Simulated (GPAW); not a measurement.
Something may be wrong with this GPAW 26.7.0 calculation of Ti.

Contents of run.py:

```python
import json
import numpy as np
import spglib
from ase import Atoms
from ase.calculators.mixing import SumCalculator
from ase.constraints import FixSymmetry
from ase.filters import FrechetCellFilter
from ase.io import write
from ase.optimize import BFGS
from ase.stress import full_3x3_to_voigt_6_stress, voigt_6_to_full_3x3_strain, voigt_6_to_full_3x3_stress
from ase.units import GPa
from dftd3.ase import DFTD3
from gpaw import GPAW, PW

atoms = Atoms(['Ti', 'Ti'],
              cell=[[5.5746920676, 0.0, 0.0],
                    [-2.7873460338, 4.8278249489, 0.0],
                    [0.0, 0.0, 8.8439182632]],
              scaled_positions=[[0.6666666667, 0.3333333333, 0.75],
                                [0.3333333333, 0.6666666667, 0.25]],
              pbc=True)

calc = GPAW(mode=PW(600),
            xc='RPBE',
            kpts={'size': (3, 3, 2), 'gamma': True},
            occupations={'name': 'fermi-dirac', 'width': 0.05},
            nbands=24,
            convergence={'density': 1e-06, 'eigenstates': 1e-09},
            maxiter=50,
            txt='gpaw.txt')
atoms.calc = SumCalculator([calc, DFTD3(method='rpbe', damping='d3zero')])
atoms.set_constraint(FixSymmetry(atoms))
BFGS(FrechetCellFilter(atoms), trajectory='relax.traj', logfile='-').run(fmax=0.005, steps=40)
atoms.set_constraint()
energy = atoms.get_potential_energy()
forces = atoms.get_forces()
stress = atoms.get_stress()
calc.write('gs.gpw')
write('result.traj', atoms)
print('Cell:', atoms.cell.cellpar().round(4))
print(atoms.get_scaled_positions().round(5))

gpts = tuple(int(n) for n in calc.get_number_of_grid_points())
cell = atoms.cell[:].T
dataset = spglib.get_symmetry((atoms.cell[:], atoms.get_scaled_positions(), atoms.numbers), symprec=1e-4)
rotations = [cell @ w @ np.linalg.inv(cell) for w in dataset['rotations']]
strains, clamped, relaxed = [], [], []
for v in [0, 2, 3]:
    for e in (-0.01, 0.01):
        voigt = np.zeros(6)
        voigt[v] = e
        F = voigt_6_to_full_3x3_strain(voigt)
        a = atoms.copy()
        a.set_cell(atoms.cell[:] @ F, scale_atoms=True)
        c = GPAW(mode=PW(600),
                 xc='RPBE',
                 kpts={'size': (3, 3, 2), 'gamma': True},
                 occupations={'name': 'fermi-dirac', 'width': 0.05},
                 nbands=24,
                 convergence={'density': 1e-06, 'eigenstates': 1e-09},
                 maxiter=50,
                 gpts=gpts,
                 txt=f'strain-{v}{e:+.3f}.txt')
        a.calc = SumCalculator([c, DFTD3(method='rpbe', damping='d3zero')])
        s0 = s1 = a.get_stress() - stress
        BFGS(a, logfile=None).run(fmax=0.003, steps=25)
        s1 = a.get_stress() - stress
        print(v, e, 'clamped', (s0 / GPa).round(3), 'relaxed', (s1 / GPa).round(3), flush=True)
        for R in rotations:  # images under the point group
            eps = R @ (F - np.eye(3)) @ R.T
            strains.append(full_3x3_to_voigt_6_stress(eps) * [1, 1, 1, 2, 2, 2])
            for s, rows in ((s0, clamped), (s1, relaxed)):
                rows.append(full_3x3_to_voigt_6_stress(R @ voigt_6_to_full_3x3_stress(s) @ R.T))

C0, C = (np.linalg.lstsq(np.array(strains), np.array(s), rcond=None)[0].T / GPa for s in (clamped, relaxed))
print('Clamped-ion Cij (GPa):')
print(C0.round(1))
print('Relaxed-ion Cij (GPa):')
print(C.round(1))
json.dump({'clamped': C0.tolist(), 'relaxed': C.tolist()}, open('elastic.json', 'w'))
```

Potentials or basis: the program's PAW data sets (release 1.2.1) made for this functional, pw.

Launch:

```sh
$ OMP_NUM_THREADS=1 python run.py
```

gpaw.txt:

```text
__  _  _
 | _ |_)|_||  |
 |__||  | ||/\| - 26.7.0

Input parameters:
  mode=PW(ecut=600.0),
  convergence={'density': 1e-06, 'eigenstates': 1e-09},
  kpts=MonkhorstPack(size=(3, 3, 2), gamma=True),
  maxiter=50,
  nbands=24,
  occupations=Occupations(name='fermi-dirac', width=0.05),
  xc=XC(name='RPBE')

Diagonalizing LCAO Hamiltonian
Converting LCAO to pw mode

              Ti

        Ti

Atoms  # Å, Bohr magnetons
|   | symbol |        x |        y |        z |    initial magnetic moments |
|---|--------|----------|----------|----------|-----------------------------|
| 0 |     Ti | 2.787346 | 1.609275 | 6.632939 | ( 0.0000,  0.0000,  0.0000) |
| 1 |     Ti | 0.000000 | 3.218550 | 2.210980 | ( 0.0000,  0.0000,  0.0000) |

Unit cell  # Å
| periodic |         x |        y |        z |  lengths |     angles |
|----------|-----------|----------|----------|----------|------------|
[... 846 lines left out ...]

Stress tensor  # eV/Ang^3
|         x |        y |         z |
|-----------|----------|-----------|
|  0.053328 | 0.000000 | -0.000000 |
|  0.000000 | 0.053328 |  0.000000 |
| -0.000000 | 0.000000 |  0.057914 |

Forces  # eV/Ang
|        x |        y |        z |
|----------|----------|----------|
| -0.00000 |  0.00000 |  0.00000 |  # Ti   0
|  0.00000 | -0.00000 | -0.00000 |  # Ti   1
[... 201 lines left out ...]
Stress tensor  # eV/Ang^3
|        x |        y |        z |
|----------|----------|----------|
| 0.081890 | 0.000000 | 0.000000 |
| 0.000000 | 0.081890 | 0.000000 |
| 0.000000 | 0.000000 | 0.089100 |

Forces  # eV/Ang
|       x |        y |        z |
|---------|----------|----------|
| 0.00000 | -0.00000 | -0.00001 |  # Ti   0
| 0.00000 |  0.00000 |  0.00001 |  # Ti   1

Interpolating wave functions to new cell

           Ti
[... 151 lines left out ...]
Converged in 13 steps
Energy contributions relative to reference atoms: (reference = -46457.573828)

Energy contributions:
  Kinetic:         -18.081504
  Cou
[... cut ...]
rect/indirect transitions

Stress tensor  # eV/Ang^3
|         x |         y |         z |
|-----------|-----------|-----------|
| -0.046284 | -0.000000 | -0.000000 |
|  0.000000 | -0.046284 |  0.000000 |
| -0.000000 |  0.000000 | -0.073273 |
[... 624 lines left out ...]
Forces  # eV/Ang
|        x |        y |        z |
|----------|----------|----------|
| -0.00000 | -0.00000 |  0.00003 |  # Ti   0
| -0.00000 |  0.00000 | -0.00003 |  # Ti   1
```

On the terminal:

```text
Step          Energy          fmax
BFGS:    0       -1.624434        2.322060
BFGS:    1       -1.839437        2.599430
BFGS:    2       -3.659615        4.199794
BFGS:    3       -6.319394        5.396052
BFGS:    4       -9.377552        5.246338
BFGS:    5       -9.528509        4.411816
BFGS:    6      -11.787655        3.772542
BFGS:    7      -13.409767        2.151440
BFGS:    8      -13.757399        1.745864
BFGS:    9      -13.852285        0.398403
BFGS:   10      -13.856984        0.355611
BFGS:   11      -13.860212        0.331522
BFGS:   12      -13.861999        0.167081
BFGS:   13      -13.864295        0.027767
BFGS:   14      -13.864563        0.003135
Cell: [  2.9013   2.9013   4.538   90.      90.     120.    ]
[[0.66667 0.33333 0.75   ]
 [0.33333 0.66667 0.25   ]]
0 -0.01 clamped [-2.548 -0.144 -0.542 -0.    -0.    -0.   ] relaxed [-2.333 -0.361 -0.528 -0.    -0.    -0.   ]
```

**Question.** What happened, and what is wrong with the input?

**Answer.** The run was cut off at its time limit. The input holds a flaw that was put in on purpose: cell typed in bohr where angstrom are read (cell = [[5.5746920676, 0.0, 0.0], [-2.7873460338, 4.8278249489, 0.0], [0.0, 0.0, 8.8439182632]]).
